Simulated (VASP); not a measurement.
# From an Ansatz input to VASP: BAs (CsCl)

Ansatz input

```yaml
crystal:
  lattice:
    - [2.9251576851, 0.0, 0.0]
    - [0.0, 2.9251576851, 0.0]
    - [0.0, 0.0, 2.9251576851]
  atoms:
    - { symbol: B, position: [0.0, 0.0, 0.0] }
    - { symbol: As, position: [0.5, 0.5, 0.5] }
kpoints:
  mp_grid: { grid: [8, 8, 8] }
  band_path:
    path:
      - [0.0, 0.0, 0.0]
      - [0.0, 0.5, 0.0]
      - [0.5, 0.5, 0.0]
      - [0.5, 0.5, 0.5]
      - [0.5, 0.5, 0.45]
      - [0.3, 0.5, 0.3]
    npoints: 1
hamiltonian:
  xc: pbesol
scf:
  occupations: { method: fermi_dirac, width: 0.02 }
  n_extra_bands: 4
output:
  forces: true
  stress: true
  eigenvalues: true
```

Q: Translate this input to VASP.

A: 

INCAR

```
NBANDS = 11
PREC = Accurate
ENCUT = 520
IBRION = -1
ISMEAR = -1
LASPH = .TRUE.
ISIF = 2
NSW = 0
EDIFF = 1E-7
NELM = 120
LWAVE = .FALSE.
SIGMA = 0.02
LCHARG = .FALSE.
LREAL = .FALSE.
GGA = PS
```

KPOINTS

```
KPOINTS created by Atomic Simulation Environment
0
Gamma
8 8 8
0 0 0
```

KPOINTS_OPT

```
special points
6
Reciprocal
0.0000000000 0.0000000000 0.0000000000 1
0.0000000000 0.5000000000 0.0000000000 1
0.5000000000 0.5000000000 0.0000000000 1
0.5000000000 0.5000000000 0.5000000000 1
0.5000000000 0.5000000000 0.4500000000 1
0.3000000000 0.5000000000 0.3000000000 1
```

POSCAR

```
B  As
 1.0000000000000000
     2.9251576851005612    0.0000000000000000   -0.0000000000000000
     0.0000000000000000    2.9251576851005612    0.0000000000000000
    -0.0000000000000000    0.0000000000000000    2.9251576851005612
 B   As
   1   1
Cartesian
  0.0000000000000000 -0.0000000000000000 -0.0000000000000000
  1.4625788425502806  1.4625788425502806  1.4625788425502806
```

VASP ran with the recommended PBE PAW datasets (8 valence electrons in the cell). Other inputs would serve too.

```tsv
	Ansatz	VASP
gap between bands v and c	-5.75 eV (bands overlap: a metal)	-5.75 eV (bands overlap: a metal)
least direct gap	0.02 eV	0.02 eV
pressure	-3.4 GPa	-3.0 GPa
```

Each program uses its own PAW datasets. VASP's cell holds 8 valence electrons and Ansatz's 18. Ansatz's stress includes a Pulay correction; VASP's doesn't.
